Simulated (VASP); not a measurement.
Input of a VASP 6.6.1 run:

INCAR

```
SYSTEM = W
  ALGO = Normal
  EDIFF = 1E-7
  EDIFFG = -0.01
  ENCUT = 600
  GGA = RP
  IBRION = 2
  ISIF = 3
  ISMEAR = -1
  LASPH = .True.
  LCHARG = .False.
  LREAL = .False.
  LWAVE = .False.
  NELM = 100
  NSW = 60
  PREC = Accurate
  SIGMA = 0.05
```

File KPOINTS:

```
k-points
0
Gamma
  11 11 11
  0 0 0
```

POSCAR

```
W
1.0
    0.0000000000      2.0300000000      2.0300000000
    2.0300000000      0.0000000000      2.0300000000
    2.0300000000      2.0300000000      0.0000000000
W
1
Direct
    0.0000000000      0.0000000000      0.0000000000
```

Potentials or basis: VASP PAW PBE potentials, release 64 (W_sv).

Run with:

```sh
$ cat potpaw_PBE.64/W_sv/POTCAR > POTCAR
$ mpirun -np 1 vasp_std > vasp.out
```

Problem. What does it give for the relaxed volume?

Solution. 16.67 Å³/atom.

Problem. Estimate the space group after relaxing (to 0.05 Å).

Solution. Fm-3m (No. 225).

Problem. Estimate the band gap on the k mesh.

Solution. None (metal or under the smearing width).

Problem. What does it give for the relaxed cell?

Solution. a = 2.868 Å, b = 2.868 Å, c = 2.868 Å, α = 60.00°, β = 60.00°, γ = 60.00°.

The path:
```
step  energy change (eV)  largest force (eV/Å)  pressure (GPa)  volume (Å³)
   1              0.0000                0.0000           -0.95        16.73
   2              0.0016                0.0000            3.17        16.49
   3             -0.0002                0.0000            0.01        16.67
```

Caveat: the PAW data sets were made with another functional, which shifts forces and pressure a little. Spin-orbit coupling is left out, which matters for the levels of W.
